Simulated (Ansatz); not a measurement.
# Cu: the cost of one run

Computed with Ansatz 0.2.0 (DFT PBE, scalar-relativistic, plane waves, PAW, unless a step's input says otherwise).

### 1 The system as given

It takes space group P-3m1 (No. 164, trigonal). Conventional cell: a = 2.556 Å, b = 2.556 Å, c = 24.261 Å, α = 90.00°, β = 90.00°, γ = 120.00°. Cu (site symmetry 3m) has 9 Cu at 2.56 Å as nearest neighbours. Cu (site symmetry 3m) is surrounded by 12 Cu at 2.56 Å.

Structure file:

```cif
data_structure
_symmetry_space_group_name_H-M 'P-3m1'
_symmetry_Int_Tables_number 164
_cell_length_a 2.5562
_cell_length_b 2.5562
_cell_length_c 24.2614
_cell_angle_alpha 90.000
_cell_angle_beta 90.000
_cell_angle_gamma 120.000
_cell_volume 137.29
loop_
_atom_site_label
_atom_site_type_symbol
_atom_site_symmetry_multiplicity
_atom_site_Wyckoff_symbol
_atom_site_fract_x
_atom_site_fract_y
_atom_site_fract_z
_atom_site_occupancy
Cu1 Cu 2 c 0.00000 0.00000 0.37096 1
Cu2 Cu 2 d 0.66667 0.33333 0.45699 1
```

### 2 Relaxing the atoms: Cu16 slab, no spin

Input file input.yaml:

```yaml
crystal:
  lattice:
    - [5.112382028, 0.0, 0.0]
    - [2.556191014, 4.4274527101, 0.0]
    - [0.0, 0.0, 24.2613636694]
  atoms:
    - { symbol: Cu, position: [0.0, 0.0, 0.3709601868] }
    - { symbol: Cu, position: [0.5, 0.0, 0.3709601868] }
    - { symbol: Cu, position: [0.0, 0.5, 0.3709601868] }
    - { symbol: Cu, position: [0.5, 0.5, 0.3709601868] }
    - { symbol: Cu, position: [0.1666666667, 0.1666666667, 0.4569867289] }
    - { symbol: Cu, position: [0.6666666667, 0.1666666667, 0.4569867289] }
    - { symbol: Cu, position: [0.1666666667, 0.6666666667, 0.4569867289] }
    - { symbol: Cu, position: [0.6666666667, 0.6666666667, 0.4569867289] }
    - { symbol: Cu, position: [-0.1666666667, 0.3333333333, 0.5430132711] }
    - { symbol: Cu, position: [0.3333333333, 0.3333333333, 0.5430132711] }
    - { symbol: Cu, position: [-0.1666666667, 0.8333333333, 0.5430132711] }
    - { symbol: Cu, position: [0.3333333333, 0.8333333333, 0.5430132711] }
    - { symbol: Cu, position: [0.0, 0.0, 0.6290398132] }
    - { symbol: Cu, position: [0.5, 0.0, 0.6290398132] }
    - { symbol: Cu, position: [0.0, 0.5, 0.6290398132] }
    - { symbol: Cu, position: [0.5, 0.5, 0.6290398132] }
scf:
  occupations: { method: gaussian, width: 0.1 }
output:
  forces: true
  write_density: true
  write_potential: true
  elf: true
  volumetric_format: npy
hamiltonian:
  xc: pbe
kpoints:
  mp_grid: { grid: [9, 9, 1] }
efield:
  axis: 3
  dipole_correction: true
relax:
  f_tol: 0.02
  max_steps: 80
  constraints: [{ sites: [0, 1, 2, 3, 4, 5, 6, 7] }]
```

The run is started by

```sh
ansatz run input.yaml --threads 8 --pin off --max-ram 12288MiB --backend cpu --events-out ev --progress --plain --runs-dir out
```

What time and memory should one allow on 8 threads of Arm Neoverse V1, shared host?

About 72 s, with a peak of 4.4 GiB.
